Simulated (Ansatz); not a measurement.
Band table of ZnS

```
Zn S
1.0
     3.81100   -0.01905   -0.01905
    -1.92200    3.30995   -0.00697
    -0.03117   -0.03117    6.23400
Zn S
2 2
Direct
  0.33333 0.66667 0.00000
  0.66667 0.33333 0.50000
  0.33333 0.66667 0.38500
  0.66667 0.33333 0.88500
```

Atoms are numbered in the order listed.

The cell is COD entry 9008878, as deposited and not checked against the literature; nothing was relaxed. It differs from other determinations. The listed cell was then made from it by scaling, straining or moving an atom.

Theory: Ansatz 0.2.0, DFT, PBEsol, all-electron LAPW, scalar-relativistic.

Numerical set-up: a Γ-centred 8×8×5 k mesh, Fermi–Dirac smearing of 0.03 eV, basis error target 1 meV/atom, no spin polarisation.

Path points, in fractions of the reciprocal vectors: Γ (0.000, 0.000, 0.000), X (0.000, 0.000, 0.500), Y (-0.500, 0.500, 0.000), Z (0.000, -0.500, 0.000), R (-0.500, 0.000, 0.500), T (-0.500, 0.000, 0.000), U (0.000, -0.500, 0.500). Levels in eV from the valence-band top; bands 17 to 39, counted from the lowest band of the run. The gap is 2.08 eV, direct at Γ.

```
# k(1/Å) point b17 b18 b19 b20 b21 b22 b23 b24 b25 b26 b27 b28 b29 b30 b31 b32 b33 b34 b35 b36 b37 b38 b39
0.000 Γ -13.24 -12.29 -6.44 -6.43 -6.37 -6.37 -6.36 -5.96 -5.95 -5.87 -5.87 -5.72 -5.26 -0.92 -0.88 -0.06 -0.05 0.00 2.08 2.85 6.10 6.20 6.46
0.101 - -13.22 -12.32 -6.44 -6.43 -6.38 -6.37 -6.36 -5.95 -5.95 -5.88 -5.88 -5.86 -5.03 -0.90 -0.86 -0.28 -0.08 -0.04 2.30 2.88 6.11 6.21 6.37
0.202 - -13.16 -12.40 -6.43 -6.43 -6.38 -6.38 -6.37 -6.05 -5.95 -5.94 -5.88 -5.88 -4.60 -0.84 -0.82 -0.80 -0.15 -0.11 2.76 2.96 6.15 6.17 6.27
0.302 - -13.07 -12.52 -6.43 -6.43 -6.39 -6.39 -6.37 -6.19 -5.94 -5.93 -5.89 -5.89 -4.07 -1.48 -0.75 -0.72 -0.25 -0.21 3.08 3.17 6.07 6.23 6.34
0.403 - -12.95 -12.66 -6.42 -6.42 -6.40 -6.40 -6.36 -6.29 -5.92 -5.92 -5.90 -5.90 -3.47 -2.16 -0.64 -0.60 -0.37 -0.34 3.23 3.38 6.22 6.35 6.47
0.504 X -12.81 -12.81 -6.42 -6.41 -6.41 -6.40 -6.34 -6.34 -5.91 -5.91 -5.91 -5.91 -2.83 -2.83 -0.52 -0.50 -0.47 -0.46 3.36 3.37 6.50 6.54 6.60
0.719 - -12.88 -12.60 -6.43 -6.41 -6.40 -6.38 -6.34 -6.27 -5.92 -5.92 -5.90 -5.89 -3.46 -2.25 -1.12 -0.76 -0.73 -0.46 3.73 3.83 5.68 6.17 6.66
0.934 - -12.82 -12.34 -6.45 -6.39 -6.37 -6.32 -6.30 -6.18 -5.95 -5.93 -5.88 -5.84 -3.97 -2.43 -2.16 -1.23 -0.84 -0.61 3.85 4.32 5.58 5.97 6.84
1.149 - -12.64 -12.10 -6.44 -6.35 -6.33 -6.24 -6.22 -6.08 -5.97 -5.93 -5.86 -5.72 -4.43 -3.29 -2.93 -1.74 -0.84 -0.79 3.60 4.16 5.74 6.10 7.36
1.364 - -12.42 -11.97 -6.42 -6.30 -6.27 -6.17 -6.11 -6.06 -5.94 -5.91 -5.85 -5.58 -4.87 -3.94 -3.27 -2.12 -1.29 -0.93 3.59 3.99 5.38 6.66 7.17
1.579 Y -12.30 -11.96 -6.40 -6.30 -6.20 -6.14 -6.09 -6.03 -5.90 -5.84 -5.79 -5.76 -4.90 -4.29 -3.25 -2.26 -1.62 -0.98 3.51 4.17 5.01 7.04 7.27
1.769 - -12.43 -11.96 -6.41 -6.31 -6.26 -6.16 -6.10 -6.05 -5.94 -5.92 -5.85 -5.57 -4.86 -3.91 -3.37 -2.15 -1.34 -0.90 3.59 4.17 5.18 6.94 7.09
1.958 - -12.70 -12.03 -6.44 -6.34 -6.33 -6.22 -6.21 -6.02 -5.98 -5.94 -5.86 -5.59 -4.67 -3.48 -2.83 -1.84 -0.82 -0.66 3.81 4.03 5.63 6.49 7.13
2.148 - -12.97 -12.15 -6.45 -6.38 -6.36 -6.30 -6.29 -5.99 -5.97 -5.95 -5.86 -5.63 -4.91 -2.56 -1.79 -1.43 -0.40 -0.34 3.51 3.97 5.67 6.51 6.90
2.337 - -13.17 -12.25 -6.44 -6.42 -6.37 -6.35 -6.34 -5.97 -5.96 -5.92 -5.87 -5.67 -5.16 -1.48 -1.05 -0.69 -0.14 -0.09 2.66 3.37 5.80 6.42 6.65
2.527 Γ -13.24 -12.29 -6.44 -6.43 -6.37 -6.37 -6.36 -5.96 -5.95 -5.87 -5.87 -5.72 -5.26 -0.92 -0.88 -0.06 -0.05 0.00 2.08 2.85 6.10 6.20 6.46
2.717 - -13.17 -12.25 -6.44 -6.42 -6.37 -6.35 -6.34 -5.97 -5.96 -5.92 -5.87 -5.67 -5.16 -1.46 -1.07 -0.68 -0.15 -0.10 2.66 3.36 5.84 6.38 6.64
2.908 - -12.97 -12.15 -6.45 -6.38 -6.35 -6.30 -6.29 -5.99 -5.97 -5.96 -5.86 -5.63 -4.90 -2.55 -1.77 -1.46 -0.41 -0.36 3.50 3.94 5.70 6.51 6.86
3.098 - -12.69 -12.03 -6.44 -6.33 -6.33 -6.22 -6.21 -6.02 -5.98 -5.94 -5.86 -5.59 -4.66 -3.46 -2.82 -1.88 -0.82 -0.69 3.77 4.01 5.65 6.49 7.08
3.288 - -12.42 -11.96 -6.41 -6.30 -6.26 -6.16 -6.11 -6.05 -5.94 -5.91 -5.85 -5.56 -4.85 -3.91 -3.35 -2.19 -1.34 -0.93 3.53 4.13 5.19 6.94 7.04
3.479 Z -12.28 -11.95 -6.40 -6.30 -6.19 -6.13 -6.10 -6.04 -5.90 -5.84 -5.78 -5.76 -4.90 -4.29 -3.23 -2.31 -1.62 -1.02 3.45 4.13 5.01 6.98 7.28
3.693 - -12.28 -11.95 -6.39 -6.29 -6.20 -6.14 -6.08 -6.06 -5.92 -5.90 -5.82 -5.62 -4.91 -4.21 -3.15 -2.51 -1.53 -1.31 3.99 4.23 5.27 6.69 6.97
3.908 - -12.26 -11.97 -6.35 -6.29 -6.20 -6.17 -6.12 -6.07 -5.96 -5.92 -5.82 -5.57 -4.79 -4.12 -3.13 -2.62 -1.92 -1.26 4.47 5.05 5.48 6.24 7.02
4.122 - -12.22 -12.00 -6.34 -6.29 -6.22 -6.17 -6.14 -6.12 -5.93 -5.91 -5.81 -5.62 -4.76 -4.29 -2.99 -2.29 -2.07 -1.14 4.25 4.89 5.61 6.11 6.78
4.336 - -12.16 -12.04 -6.39 -6.34 -6.24 -6.19 -6.10 -6.09 -5.90 -5.89 -5.76 -5.67 -4.93 -4.71 -2.35 -1.92 -1.79 -1.23 3.56 4.03 5.14 5.50 7.36
4.551 R -12.11 -12.09 -6.40 -6.40 -6.22 -6.20 -6.08 -6.07 -5.88 -5.88 -5.71 -5.70 -5.00 -4.95 -1.75 -1.75 -1.63 -1.52 3.40 3.44 4.92 5.05 8.77
4.766 - -12.26 -12.10 -6.42 -6.38 -6.25 -6.20 -6.13 -6.12 -5.90 -5.88 -5.85 -5.75 -4.70 -4.43 -2.09 -1.83 -1.46 -1.28 3.34 3.76 5.10 5.42 8.14
4.980 - -12.56 -12.16 -6.45 -6.37 -6.31 -6.24 -6.23 -6.15 -5.94 -5.93 -5.88 -5.78 -4.21 -3.40 -2.66 -1.69 -1.01 -0.95 3.52 4.20 5.41 6.08 7.56
5.195 - -12.90 -12.23 -6.45 -6.37 -6.37 -6.31 -6.30 -6.09 -5.96 -5.95 -5.87 -5.78 -4.40 -2.40 -2.05 -1.39 -0.54 -0.53 3.63 4.09 5.80 6.10 6.94
5.410 - -13.15 -12.28 -6.44 -6.42 -6.37 -6.35 -6.35 -5.97 -5.96 -5.95 -5.87 -5.77 -4.96 -1.42 -1.06 -0.81 -0.19 -0.16 2.81 3.38 5.88 6.35 6.54
5.625 Γ -13.24 -12.29 -6.44 -6.43 -6.37 -6.37 -6.36 -5.96 -5.95 -5.87 -5.87 -5.72 -5.26 -0.92 -0.88 -0.06 -0.05 0.00 2.08 2.85 6.10 6.20 6.46
5.816 - -13.16 -12.25 -6.44 -6.42 -6.37 -6.35 -6.34 -5.97 -5.96 -5.92 -5.87 -5.67 -5.16 -1.45 -1.08 -0.67 -0.16 -0.11 2.66 3.36 5.87 6.34 6.64
6.008 - -12.97 -12.15 -6.45 -6.38 -6.35 -6.30 -6.29 -5.99 -5.97 -5.96 -5.86 -5.63 -4.90 -2.53 -1.76 -1.48 -0.42 -0.37 3.50 3.91 5.74 6.51 6.82
6.199 - -12.69 -12.02 -6.44 -6.33 -6.32 -6.22 -6.21 -6.02 -5.98 -5.94 -5.86 -5.59 -4.66 -3.45 -2.81 -1.91 -0.81 -0.73 3.72 3.99 5.67 6.50 7.03
6.390 - -12.40 -11.95 -6.41 -6.30 -6.25 -6.15 -6.11 -6.06 -5.94 -5.91 -5.85 -5.56 -4.84 -3.90 -3.33 -2.23 -1.34 -0.97 3.48 4.10 5.20 6.95 6.98
6.581 T -12.27 -11.95 -6.40 -6.29 -6.18 -6.13 -6.10 -6.05 -5.90 -5.84 -5.78 -5.76 -4.90 -4.29 -3.21 -2.35 -1.63 -1.06 3.39 4.09 5.01 6.92 7.29
6.796 - -12.27 -11.95 -6.39 -6.29 -6.19 -6.13 -6.08 -6.06 -5.92 -5.90 -5.82 -5.62 -4.90 -4.21 -3.14 -2.55 -1.53 -1.35 3.93 4.20 5.24 6.69 6.96
7.011 - -12.26 -11.97 -6.35 -6.28 -6.19 -6.17 -6.12 -6.07 -5.96 -5.92 -5.82 -5.56 -4.78 -4.12 -3.13 -2.62 -1.93 -1.26 4.47 5.02 5.43 6.24 7.01
7.226 - -12.22 -12.00 -6.34 -6.29 -6.23 -6.18 -6.14 -6.12 -5.93 -5.91 -5.81 -5.62 -4.77 -4.29 -2.98 -2.29 -2.06 -1.14 4.25 4.91 5.66 6.13 6.80
7.441 - -12.17 -12.05 -6.40 -6.35 -6.24 -6.19 -6.10 -6.08 -5.90 -5.89 -5.77 -5.68 -4.94 -4.71 -2.33 -1.90 -1.78 -1.23 3.58 4.07 5.14 5.53 7.43
7.656 U -12.12 -12.10 -6.41 -6.40 -6.22 -6.21 -6.07 -6.07 -5.88 -5.88 -5.72 -5.71 -5.00 -4.96 -1.71 -1.71 -1.62 -1.54 3.43 3.46 4.95 5.04 8.79
```
